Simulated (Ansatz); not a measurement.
# Platinum, fcc under revPBE: from relaxation to bulk modulus, part 2 of 2

The plan for platinum in the fcc structure: relax it, solve it on a dense k-mesh, switch on spin-orbit coupling, then scale the cell to 7 volumes from 88 to 112 % of the relaxed one and try a fit of the equation of state. The k-meshes are 14×14×14 for the relaxation; 22×22×22 for the dense run; 14×14×14 for spin-orbit coupling; 22×22×22 for the volumes. The starting cell is the deposited one, from the Crystallography Open Database.

Ansatz 0.2.0; DFT, revPBE, plane waves (420 eV) with PAW, scalar-relativistic.

## Step 6: Equation of state: 92 %

Contents of input.yaml:

```yaml
crystal:
  lattice:
    - [0.0, 1.9391804304, 1.9391804304]
    - [1.9391804304, 0.0, 1.9391804304]
    - [1.9391804304, 1.9391804304, 0.0]
  atoms:
    - { symbol: Pt, position: [0.0, 0.0, 0.0] }
hamiltonian:
  xc: revpbe
  pseudopotentials:
    kind: paw
    azcp:
      Pt: "pseudopotentials/Pt.paw.azcp"
basis:
  ecutwfc: 420
  fft_grid_basis: typed
kpoints:
  mp_grid: { grid: [22, 22, 22], shift: [0, 0, 0] }
magnetization:
  spin_polarized: false
scf:
  occupations: { method: fermi_dirac, width: 0.1 }
output:
  stress: true
```

What it wrote (excerpt; [...] marks lines left out):

```text
Warning: RAYON_NUM_THREADS=4 ignored (pool sized by the plan → 4); use --threads N
[...]
Pseudopotentials: kind: paw
Pseudopotential: Pt, paw, valence charge 18, recommended cutoff 420 eV (normal), <dir>
Functional definition: revPBE
[...]
Crystal: 1 atoms, lattice volume = 14.584 Å³
Basis set: ecut = 420 eV, 283 PW (Γ)
Bands: 13, of which v1, the nominal top of the filled ones, is band 9 counted from 1 (8 counted from 0)
Symmetry: 48 space group operations
Space group: Fm-3m (ITA 225), of the structure as read, at distance tolerance 2.4e-5 Å
k-points: 328 of 10648
[...]
SCF iter   1: F=—  HF=-12532.761519 eV  |F-HF|=—  |Δ(HF+E_count)|=         —  Δρ=3.49e-3  dr2=6.19e-4  ethr=1.77e-3  ⟨swp⟩=5.0  Hψ=23465  notcnv=0
[...]
SCF iter   6: F=-12532.762027 eV  HF=-12532.762027 eV  |F-HF|=2.40e-10  |Δ(HF+E_count)|=  6.55e-10  Δρ=1.83e-6  dr2=4.29e-10  ethr=1.62e-11  ⟨swp⟩=2.0  Hψ=10742  notcnv=0
[...]
SCF converged after 6 iterations
Free energy (F): -12532.762027 eV
[...]
E sigma→0 (E₀):  -12532.736532 eV
Entropy (-TS):   -0.050991 eV (-50.991 meV/atom)
Fermi energy:    24.529830 eV
[...]
--- Stress (GPa, compression-positive) ---
       24.573529       0.000000       0.000000
       -0.000000      24.573529       0.000000
        0.000000       0.000000      24.573529
  P = ⅓ Tr σ = 24.5735 GPa (245.735 kbar)
```

Wall time 1.6 s (4 threads of an Arm CPU, shared host); peak memory 0.39 GiB.

## Step 7: Equation of state: 96 %

input.yaml: that of step 6 with these lines changed.

```diff
@@ -2,5 +2,5 @@
   lattice:
-    - [0.0, 1.9391804304, 1.9391804304]
-    - [1.9391804304, 0.0, 1.9391804304]
-    - [1.9391804304, 1.9391804304, 0.0]
+    - [0.0, 1.9668867512, 1.9668867512]
+    - [1.9668867512, 0.0, 1.9668867512]
+    - [1.9668867512, 1.9668867512, 0.0]
   atoms:
```

What it wrote (excerpt; [...] marks lines left out):

```text
Warning: RAYON_NUM_THREADS=4 ignored (pool sized by the plan → 4); use --threads N
[...]
[... 3 set-up lines as earlier in the session ...]
[...]
Crystal: 1 atoms, lattice volume = 15.218 Å³
Basis set: ecut = 420 eV, 307 PW (Γ)
Bands: 13, of which v1, the nominal top of the filled ones, is band 9 counted from 1 (8 counted from 0)
[... 2 set-up lines as earlier in the session ...]
k-points: 328 of 10648
[...]
SCF iter   1: F=—  HF=-12532.830183 eV  |F-HF|=—  |Δ(HF+E_count)|=         —  Δρ=3.56e-3  dr2=6.51e-4  ethr=1.77e-3  ⟨swp⟩=5.0  Hψ=23312  notcnv=0
[...]
SCF iter   6: F=-12532.830779 eV  HF=-12532.830779 eV  |F-HF|=3.02e-10  |Δ(HF+E_count)|=  7.80e-10  Δρ=2.00e-6  dr2=5.32e-10  ethr=1.89e-11  ⟨swp⟩=2.0  Hψ=11343  notcnv=0
[...]
SCF converged after 6 iterations
Free energy (F): -12532.830779 eV
[...]
E sigma→0 (E₀):  -12532.803756 eV
Entropy (-TS):   -0.054047 eV (-54.047 meV/atom)
Fermi energy:    23.190585 eV
[...]
--- Stress (GPa, compression-positive) ---
       10.760746       0.000000       0.000000
        0.000000      10.760746       0.000000
        0.000000      -0.000000      10.760746
  P = ⅓ Tr σ = 10.7607 GPa (107.607 kbar)
```

Wall time 1.6 s (4 threads of an Arm CPU, shared host); peak memory 0.4 GiB.

## Step 8: Equation of state: 100 %

input.yaml: that of step 7 with these lines changed.

```diff
@@ -2,5 +2,5 @@
   lattice:
-    - [0.0, 1.9668867512, 1.9668867512]
-    - [1.9668867512, 0.0, 1.9668867512]
-    - [1.9668867512, 1.9668867512, 0.0]
+    - [0.0, 1.9938337539, 1.9938337539]
+    - [1.9938337539, 0.0, 1.9938337539]
+    - [1.9938337539, 1.9938337539, 0.0]
   atoms:
```

What it wrote (excerpt; [...] marks lines left out):

```text
Warning: RAYON_NUM_THREADS=4 ignored (pool sized by the plan → 4); use --threads N
[...]
[... 3 set-up lines as earlier in the session ...]
[...]
Crystal: 1 atoms, lattice volume = 15.852 Å³
Basis set: ecut = 420 eV, 331 PW (Γ)
Bands: 13, of which v1, the nominal top of the filled ones, is band 9 counted from 1 (8 counted from 0)
[... 2 set-up lines as earlier in the session ...]
k-points: 328 of 10648
[...]
SCF iter   1: F=—  HF=-12532.850817 eV  |F-HF|=—  |Δ(HF+E_count)|=         —  Δρ=3.65e-3  dr2=6.91e-4  ethr=1.77e-3  ⟨swp⟩=5.0  Hψ=23118  notcnv=0
[...]
SCF iter   6: F=-12532.851340 eV  HF=-12532.851340 eV  |F-HF|=5.86e-10  |Δ(HF+E_count)|=   1.60e-9  Δρ=2.74e-6  dr2=1.03e-9  ethr=3.73e-11  ⟨swp⟩=2.0  Hψ=12449  notcnv=0
[...]
SCF converged after 6 iterations
Free energy (F): -12532.851340 eV
[...]
E sigma→0 (E₀):  -12532.822822 eV
Entropy (-TS):   -0.057036 eV (-57.036 meV/atom)
Fermi energy:    21.960616 eV
[...]
--- Stress (GPa, compression-positive) ---
        0.089440      -0.000000      -0.000000
        0.000000       0.089440      -0.000000
        0.000000       0.000000       0.089440
  P = ⅓ Tr σ = 0.0894 GPa (0.894 kbar)
```

Wall time 1.7 s (4 threads of an Arm CPU, shared host); peak memory 0.4 GiB.

## Step 9: Equation of state: 104 %

input.yaml: that of step 8 with these lines changed.

```diff
@@ -2,5 +2,5 @@
   lattice:
-    - [0.0, 1.9938337539, 1.9938337539]
-    - [1.9938337539, 0.0, 1.9938337539]
-    - [1.9938337539, 1.9938337539, 0.0]
+    - [0.0, 2.0200714174, 2.0200714174]
+    - [2.0200714174, 0.0, 2.0200714174]
+    - [2.0200714174, 2.0200714174, 0.0]
   atoms:
```

What it wrote (excerpt; [...] marks lines left out):

```text
Warning: RAYON_NUM_THREADS=4 ignored (pool sized by the plan → 4); use --threads N
[...]
[... 3 set-up lines as earlier in the session ...]
[...]
Crystal: 1 atoms, lattice volume = 16.487 Å³
Basis set: ecut = 420 eV, 331 PW (Γ)
Bands: 13, of which v1, the nominal top of the filled ones, is band 9 counted from 1 (8 counted from 0)
[... 2 set-up lines as earlier in the session ...]
k-points: 328 of 10648
[...]
SCF iter   1: F=—  HF=-12532.834192 eV  |F-HF|=—  |Δ(HF+E_count)|=         —  Δρ=3.73e-3  dr2=7.07e-4  ethr=1.77e-3  ⟨swp⟩=5.0  Hψ=22896  notcnv=0
[...]
SCF iter   6: F=-12532.834723 eV  HF=-12532.834723 eV  |F-HF|=2.46e-10  |Δ(HF+E_count)|=  5.53e-10  Δρ=2.14e-6  dr2=5.08e-10  ethr=1.50e-11  ⟨swp⟩=1.9  Hψ=10873  notcnv=0
[...]
SCF converged after 6 iterations
Free energy (F): -12532.834723 eV
[...]
E sigma→0 (E₀):  -12532.804737 eV
Entropy (-TS):   -0.059973 eV (-59.973 meV/atom)
Fermi energy:    20.827614 eV
[...]
--- Stress (GPa, compression-positive) ---
       -8.126169       0.000000      -0.000000
        0.000000      -8.126169       0.000000
       -0.000000      -0.000000      -8.126169
  P = ⅓ Tr σ = -8.1262 GPa (-81.262 kbar)
```

It took 1.7 s on 4 threads of an Arm CPU, shared host; peak memory 0.4 GiB.

## Step 10: Equation of state: 108 %

input.yaml: that of step 9 with these lines changed.

```diff
@@ -2,5 +2,5 @@
   lattice:
-    - [0.0, 2.0200714174, 2.0200714174]
-    - [2.0200714174, 0.0, 2.0200714174]
-    - [2.0200714174, 2.0200714174, 0.0]
+    - [0.0, 2.0456446565, 2.0456446565]
+    - [2.0456446565, 0.0, 2.0456446565]
+    - [2.0456446565, 2.0456446565, 0.0]
   atoms:
```

What it wrote (excerpt; [...] marks lines left out):

```text
Warning: RAYON_NUM_THREADS=4 ignored (pool sized by the plan → 4); use --threads N
[...]
[... 3 set-up lines as earlier in the session ...]
[...]
Crystal: 1 atoms, lattice volume = 17.121 Å³
Basis set: ecut = 420 eV, 331 PW (Γ)
Bands: 13, of which v1, the nominal top of the filled ones, is band 9 counted from 1 (8 counted from 0)
[... 1 set-up line as earlier in the session ...]
Space group: Fm-3m (ITA 225), of the structure as read, at distance tolerance 2.6e-5 Å
k-points: 328 of 10648
[...]
SCF iter   1: F=—  HF=-12532.789159 eV  |F-HF|=—  |Δ(HF+E_count)|=         —  Δρ=3.82e-3  dr2=7.48e-4  ethr=1.77e-3  ⟨swp⟩=5.0  Hψ=22671  notcnv=0
[...]
SCF iter   6: F=-12532.789565 eV  HF=-12532.789565 eV  |F-HF|=1.31e-10  |Δ(HF+E_count)|=  2.98e-10  Δρ=2.08e-6  dr2=3.69e-10  ethr=1.01e-11  ⟨swp⟩=1.8  Hψ=10630  notcnv=0
[...]
SCF converged after 6 iterations
Free energy (F): -12532.789565 eV
[...]
E sigma→0 (E₀):  -12532.758140 eV
Entropy (-TS):   -0.062849 eV (-62.849 meV/atom)
Fermi energy:    19.781152 eV
[...]
--- Stress (GPa, compression-positive) ---
      -14.411203      -0.000000       0.000000
        0.000000     -14.411203      -0.000000
        0.000000       0.000000     -14.411203
  P = ⅓ Tr σ = -14.4112 GPa (-144.112 kbar)
```

It took 1.7 s on 4 threads of an Arm CPU, shared host; peak memory 0.4 GiB.

## Step 11: Equation of state: 112 %

input.yaml: that of step 10 with these lines changed.

```diff
@@ -2,5 +2,5 @@
   lattice:
-    - [0.0, 2.0456446565, 2.0456446565]
-    - [2.0456446565, 0.0, 2.0456446565]
-    - [2.0456446565, 2.0456446565, 0.0]
+    - [0.0, 2.0705940015, 2.0705940015]
+    - [2.0705940015, 0.0, 2.0705940015]
+    - [2.0705940015, 2.0705940015, 0.0]
   atoms:
```

What it wrote (excerpt; [...] marks lines left out):

```text
Warning: RAYON_NUM_THREADS=4 ignored (pool sized by the plan → 4); use --threads N
[...]
[... 3 set-up lines as earlier in the session ...]
[...]
Crystal: 1 atoms, lattice volume = 17.755 Å³
Basis set: ecut = 420 eV, 331 PW (Γ)
Bands: 13, of which v1, the nominal top of the filled ones, is band 9 counted from 1 (8 counted from 0)
[... 2 set-up lines as earlier in the session ...]
k-points: 328 of 10648
[...]
SCF iter   1: F=—  HF=-12532.722338 eV  |F-HF|=—  |Δ(HF+E_count)|=         —  Δρ=3.85e-3  dr2=7.69e-4  ethr=1.77e-3  ⟨swp⟩=5.0  Hψ=22233  notcnv=0
[...]
SCF iter   6: F=-12532.722655 eV  HF=-12532.722655 eV  |F-HF|=1.38e-10  |Δ(HF+E_count)|=  3.44e-10  Δρ=2.35e-6  dr2=4.53e-10  ethr=1.42e-11  ⟨swp⟩=1.9  Hψ=11457  notcnv=0
[...]
SCF converged after 6 iterations
Free energy (F): -12532.722655 eV
[...]
E sigma→0 (E₀):  -12532.689826 eV
Entropy (-TS):   -0.065658 eV (-65.658 meV/atom)
Fermi energy:    18.811937 eV
[...]
--- Stress (GPa, compression-positive) ---
      -19.177921       0.000000      -0.000000
        0.000000     -19.177921       0.000000
        0.000000       0.000000     -19.177921
  P = ⅓ Tr σ = -19.1779 GPa (-191.779 kbar)
```

It took 1.8 s on 4 threads of an Arm CPU, shared host; peak memory 0.41 GiB.

## Step 12: Energy and pressure against volume

All volumes keep the relaxed shape and fractional coordinates.

```csv
V (Å³/atom),E − E₀ (meV/atom),P from the stress (GPa),P from the fit (GPa)
13.950,215.8,42.43,42.10
14.584,86.3,24.57,24.17
15.218,19.0,10.76,10.36
15.852,0.0,0.09,-0.28
16.487,18.1,-8.13,-8.48
17.121,64.7,-14.41,-14.77
17.755,133.0,-19.18,-19.57
```

Fit (Birch-Murnaghan, third order): V₀ = 15.833 Å³/atom, B₀ = 234 GPa, B₀′ = 5.5, largest residual 0.05 meV/atom.

The fit is made to E(σ → 0), while the stress belongs to the free energy F; that is one source of the offset between the two pressures.

## Step 13: Summary of results

What follows sums up all 2 parts.

```
                      quantity                         value
space group (spins left aside)               Fm-3m (No. 225)
             conventional cell                   a = 3.988 Å
                        volume                15.852 Å³/atom
             shortest distance                       2.820 Å
   against the measured volume       +5.0 % (15.095 Å³/atom)
               gap on the mesh  none (levels filled in part)
                   V₀, B₀, B₀′  15.833 Å³/atom, 234 GPa, 5.5
```

revPBE puts the volume 5.0 % above the deposited one. Cells that are too large are usual for this functional. The deposited cell holds zero-point motion and, unless taken cold, thermal expansion, so the miss against a static lattice is larger still. No gap shows: it is a metal or semimetal at this level. Totals with and without spin-orbit coupling (-34.6 eV/atom apart) can't be read as binding, since the two-component data shift the zero of energy. The fitted modulus is 234 GPa.
